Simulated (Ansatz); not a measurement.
SnSe, space group P4/nmm, a point defect in a supercell

Computed with Ansatz 0.2.0 through its Python package.

Typed at the interpreter:
```pycon
>>> import ansatz as az
>>> import numpy as np
>>> from pymatgen.core import Lattice, Structure
>>> from pymatgen.io.ase import AseAtomsAdaptor
>>> pmg_structure = Structure(
...     Lattice([[4.28533, 0.0, 0.0], [0.0, 4.28533, 0.0], [0.0, 0.0, 10.99069]]),
...     ["Sn", "Sn", "Se", "Se"],
...     [
...         [0.5, 0.0, 0.37223],
...         [0.0, 0.5, 0.62777],
...         [0.5, 0.0, 0.61604],
...         [0.0, 0.5, 0.38396],
...     ],
... )
>>> snse = az.Crystal.from_ase(AseAtomsAdaptor.get_atoms(pmg_structure))
>>> host = snse.supercell(2, 2, 1)
>>> defective = host.substitution("Se", at=[0.5, 0.0, 0.37223], replaces="Sn")
>>> def with_settings(structure):
...     return (
...         structure.calculation()
...         .kpoints(2, 2, 1)  # the mesh must be finer for metals
...         .functional("pbesol")
...         .basis(450)  # plane waves up to this kinetic energy
...         .occupations("fermi_dirac", width=0.05)
...         .band_table()
...     )
...
>>> perfect = with_settings(host).run(threads=1, pin="off").report
>>> calculation = with_settings(defective).forces()
>>> outcome = calculation.run(threads=1, pin="off")
>>> r = outcome.report
>>> type(outcome).__name__, type(r).__name__
('RunOutcome', 'dict')
>>> r["n_electrons"]
242.0
>>> [(site.symbol, site.position_frac.round(4).tolist()) for site in outcome.lattice.sites]
[(<Element.SE: 'Se'>, [0.25, 0.0, 0.3722]), (<Element.SN: 'Sn'>, [0.0, 0.25, 0.6278]), (<Element.SE: 'Se'>, [0.25, 0.0, 0.616]), (<Element.SE: 'Se'>, [0.0, 0.25, 0.384]), (<Element.SN: 'Sn'>, [0.25, 0.5, 0.3722]), (<Element.SN: 'Sn'>, [0.0, 0.75, 0.6278]), (<Element.SE: 'Se'>, [0.25, 0.5, 0.616]), (<Element.SE: 'Se'>, [0.0, 0.75, 0.384]), (<Element.SN: 'Sn'>, [0.75, 0.0, 0.3722]), (<Element.SN: 'Sn'>, [0.5, 0.25, 0.6278]), (<Element.SE: 'Se'>, [0.75, 0.0, 0.616]), (<Element.SE: 'Se'>, [0.5, 0.25, 0.384]), (<Element.SN: 'Sn'>, [0.75, 0.5, 0.3722]), (<Element.SN: 'Sn'>, [0.5, 0.75, 0.6278]), (<Element.SE: 'Se'>, [0.75, 0.5, 0.616]), (<Element.SE: 'Se'>, [0.5, 0.75, 0.384])]
>>> n_host, n_defect = len(perfect["lattice"]["sites"]), len(r["lattice"]["sites"])
>>> print(f"perfect cell: {n_host} atoms, F = {perfect['free_energy_ev']:.4f} eV")
perfect cell: 16 atoms, F = -90997.5038 eV
>>> print(f"defect cell:  {n_defect} atoms, F = {r['free_energy_ev']:.4f} eV")
defect cell:  16 atoms, F = -90469.4835 eV
>>> # chemical potentials are still to be added to this difference
>>> print(f"difference {r['free_energy_ev'] - perfect['free_energy_ev']:.4f} eV (no chemical potentials)")
difference 528.0203 eV (no chemical potentials)
>>> pull = np.linalg.norm(r["forces_ev_ang"], axis=1)
>>> for atom in np.argsort(-pull)[:5]:
...     print(f"force on {outcome.lattice.sites[atom].symbol}{atom}: {pull[atom]:.3f} eV/A")
...
force on Se0: 1.237 eV/A
force on Se2: 1.100 eV/A
force on Se14: 0.371 eV/A
force on Sn12: 0.212 eV/A
force on Sn1: 0.200 eV/A
>>> for site in outcome.lattice.sites:
...     print(f"{site.symbol:2s}", " ".join(f"{v:8.4f}" for v in site.position_ang))
...
Se   2.1427   0.0000   4.0911
Sn   0.0000   2.1427   6.8996
Se   2.1427   0.0000   6.7707
Se   0.0000   2.1427   4.2200
Sn   2.1427   4.2853   4.0911
Sn   0.0000   6.4280   6.8996
Se   2.1427   4.2853   6.7707
Se   0.0000   6.4280   4.2200
Sn   6.4280   0.0000   4.0911
Sn   4.2853   2.1427   6.8996
Se   6.4280   0.0000   6.7707
Se   4.2853   2.1427   4.2200
Sn   6.4280   4.2853   4.0911
Sn   4.2853   6.4280   6.8996
Se   6.4280   4.2853   6.7707
Se   4.2853   6.4280   4.2200
```

Total energies depend on the potentials; only differences at equal settings carry meaning. A total without «per atom» is that of the cell as typed. The cell holds layers, chains or clusters in vacuum, no bulk phase. Extra carriers fill band states at a few k-points, so forces and energy hang on the mesh. The atoms stand at ideal sites; relaxing them can change energy and levels by an eV or more. The difference holds no chemical potentials. The structure comes from a database of computed cells and needn't be a stable or known phase. The supercell is small, so the defect meets its images and the energies aren't those of an isolated defect; a partly filled defect level may also lower its energy by spin or distortion. For a charged cell the difference holds no correction, alignment or term for the electrons' reservoir. Hardware and time: 93 s on 1 thread of Arm Neoverse N1, with other jobs on the host, peak memory 1.3 GiB.
